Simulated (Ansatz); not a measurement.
CdF2:

```
Cd F
1.0
     0.00000    2.69400    2.69400
     2.69400    0.00000    2.69400
     2.69400    2.69400    0.00000
Cd F
1 2
Direct
  0.00000 0.00000 0.00000
  0.75000 0.75000 0.75000
  0.25000 0.25000 0.25000
```

| Quantity | Value |
| --- | --- |
| Program | Ansatz 0.2.0 |
| Task | relaxation of cell and atoms |
| Functional | BLYP |
| Potentials or basis | Ansatz PAW |
| Cutoff | 420 eV (not typed: the program's choice for these potentials) |
| k mesh | 9 × 9 × 9 |
| Occupations | fermi-dirac, width 0.05 eV |
| Spin | no spin polarisation |

At the start: volume 13.03 Å³/atom.

**Question.** How do energy, volume and symmetry change on relaxing?

**Answer.** It ends after 7 steps and the volume is 14.11 Å³/atom (+8.3 %); space group Fm-3m (No. 225, to 0.05 Å).

The path:
```
step  energy change (eV)  largest force (eV/Å)  volume (Å³)
   1              0.0000                0.0000        39.10
   2             -0.0577                0.0000        42.04
   3             -0.0581                0.0000        41.97
   4             -0.0792                0.0000        41.97
   5             -0.0786                0.0000        42.29
   6             -0.0784                0.0000        42.33
   7             -0.0802                0.0000        42.33
```

Final structure:
```
Cd F
1.0
     0.00000    2.76622    2.76622
     2.76622    0.00000    2.76622
     2.76622    2.76622    0.00000
Cd F
1 2
Direct
  0.00000 0.00000 0.00000
  0.75000 0.75000 0.75000
  0.25000 0.25000 0.25000
```

Caveat: the plane-wave basis is chosen anew once the cell has moved, so the energies of steps on either side of that aren't comparable; the pressure holds a Pulay correction of +0.8 GPa for the finite cutoff; the PAW data sets come from PBE, with cores solved anew for the run's functional, which leaves a small shift of forces and pressure.
